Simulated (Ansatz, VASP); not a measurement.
This is a calculation of TePb for VASP 6.6.1.

INCAR

```
PREC = Accurate
ENCUT = 600
EDIFF = 1E-6
ISMEAR = -1
SIGMA = 0.05
LREAL = F
LASPH = T
NELM = 100
ALGO = Normal
ISIF = 3
LWAVE = F
LCHARG = F
GGA = B5
ALDAX = 1.0
AGGAX = 1.0
AGGAC = 1.0
ALDAC = 0.0
IBRION = 2
NSW = 80
EDIFFG = -0.02
```

File KPOINTS:

```
Automatic mesh
0
Gamma
  7 7 7
```

Contents of POSCAR:

```
TePb
1.0
    0.0000000000      3.2310000000      3.2310000000
    3.2310000000      0.0000000000      3.2310000000
    3.2310000000      3.2310000000      0.0000000000
Pb Te
1 1
Direct
    0.0000000000      0.0000000000      0.0000000000
    0.5000000000      0.5000000000      0.5000000000
```

Potentials or basis: VASP PAW PBE potentials, release 64 (Pb_d, Te).

Launch:

```console
$ cat potpaw_PBE.64/Pb_d/POTCAR potpaw_PBE.64/Te/POTCAR > POTCAR
$ mpirun -np 1 vasp_std > vasp.out
```

Set up the same calculation for Ansatz 0.2.0. Potentials there: all-electron LAPW, scalar-relativistic.

As run (the cutoff follows the program's own potentials):

Contents of input.yaml:

```yaml
crystal:
  lattice:
    - [0.0, 3.231, 3.231]
    - [3.231, 0.0, 3.231]
    - [3.231, 3.231, 0.0]
  atoms:
    - { symbol: Pb, position: [0.0, 0.0, 0.0] }
    - { symbol: Te, position: [0.5, 0.5, 0.5] }
kpoints:
  mp_grid: { grid: [7, 7, 7] }
scf:
  occupations: { method: fermi_dirac, width: 0.05 }
hamiltonian:
  xc: blyp
  pseudopotentials: { kind: all_electron, lapw: { basis_error: 0.001 } }
output:
  forces: true
  stress: true
relax:
  f_tol: 0.02
  max_steps: 60
  cell: {}
```

Potentials or basis: all-electron LAPW, scalar-relativistic.

Run with:

```bash
$ ansatz run input.yaml --threads 1 --pin off --max-ram 3072MiB --backend cpu --events-out ev --progress --plain --runs-dir out
```

Both were run:

|  | VASP | Ansatz | Ansatz less VASP |
| --- | --- | --- | --- |
| relaxed volume (Å³/atom) | 38.29 | 38.21 | -0.079 |
| relaxed cell length with the largest relative difference (Å) | 4.767 | 4.763 | -0.0033 |
| energy change over the relaxation (meV/atom) | -70 | -67 | +3.7 |

Ansatz ran all-electron here, so the differences hold the error of VASP's frozen core and of both bases.

Caveats: the PAW data sets were made with another functional, which shifts forces and pressure a little (VASP); the volume moved by +14 % from the deposited cell, more than functionals usually miss (VASP); the volume moved by +13 % from the deposited cell, more than functionals usually miss (Ansatz). BLYP gives volumes clearly too large for solids. Zero-point motion and thermal expansion aren't in these numbers.
